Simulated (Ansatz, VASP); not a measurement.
## Two plane-wave programs on Cs

The input INCAR:

```
PREC = Accurate
ENCUT = 520
EDIFF = 1E-6
ISMEAR = 0
SIGMA = 0.03
LREAL = False
LASPH = True
NELM = 60
ALGO = Normal
ISIF = 2
LWAVE = False
LCHARG = False
GGA = PE
NBANDS = 10
```

Contents of KPOINTS:

```
regular mesh
0
Gamma
  7 7 7
```

The input POSCAR:

```
Cs
1.0
   -3.0771709509      3.0771709509      3.0771709509
    3.0771709509     -3.0771709509      3.0771709509
    3.0771709509      3.0771709509     -3.0771709509
Cs
1
Direct
    0.0000000000      0.0000000000      0.0000000000
```

Input for Ansatz:

```yaml
crystal:
  lattice:
    - [-3.0771709509, 3.0771709509, 3.0771709509]
    - [3.0771709509, -3.0771709509, 3.0771709509]
    - [3.0771709509, 3.0771709509, -3.0771709509]
  atoms:
    - { symbol: Cs, position: [0.0, 0.0, 0.0] }
hamiltonian:
  xc: pbe
  pseudopotentials:
    kind: paw
    azcp:
      Cs: "pseudopotentials/Cs.paw.azcp"
basis:
  ecutwfc: 420
  fft_grid_basis: typed
kpoints:
  mp_grid: { grid: [7, 7, 7], shift: [0, 0, 0] }
magnetization:
  spin_polarized: false
scf:
  occupations: { method: gaussian, width: 0.03 }
  lower_state_search: "off"
output:
  stress: true
```

Alike in both runs: task single point; functional PBE; k mesh 7 × 7 × 7; occupations gaussian, width 0.03 eV; no spin polarisation.

|  | VASP | Ansatz |
| --- | --- | --- |
| version | VASP 6.6.1 | Ansatz 0.2.0 |
| potentials or method | VASP PAW PBE potentials, release 64 (Cs_sv) | plane waves (420 eV) with PAW, scalar-relativistic |
| plane-wave cutoff (eV) | 520 | 420 |
| valence electrons in the cell | 9 | 9 |

```csv
,VASP,Ansatz,Ansatz less VASP
pressure (GPa),0.0,0.0,+0.01
```

The runs have no spin-orbit coupling, so splittings on Cs are missing.
